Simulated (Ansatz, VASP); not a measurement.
# AlN in VASP and in Ansatz

```xyz
2
Lattice="2.1486 2.1486 0.0000 -2.1486 2.1486 0.0000 0.0000 2.1486 2.1486" Properties=species:S:1:pos:R:3 pbc="T T T"
Al    0.0000    0.0000    0.0000
N    -1.0743    3.2229    1.0743
```

Alike in both runs: task single point; functional LDA; k mesh 10 × 10 × 10; no spin polarisation.

|  | VASP | Ansatz |
| --- | --- | --- |
| version | VASP 6.6.1 | Ansatz 0.2.0 |
| potentials or method | VASP PAW LDA potentials, release 64 (Al, N), cutoff 520 eV | all-electron LAPW, scalar-relativistic |
| occupations | gaussian, width 0.01 eV | fixed |

```tsv
	VASP	Ansatz	Ansatz less VASP
gap on the k mesh at the Fermi level (eV)	3.24	3.26	+0.014
pressure (GPa)	7.8	7.0	-0.73
```

Ansatz ran all-electron here, so the differences hold the error of VASP's frozen core and of both bases.

A k mesh can miss the band edges.
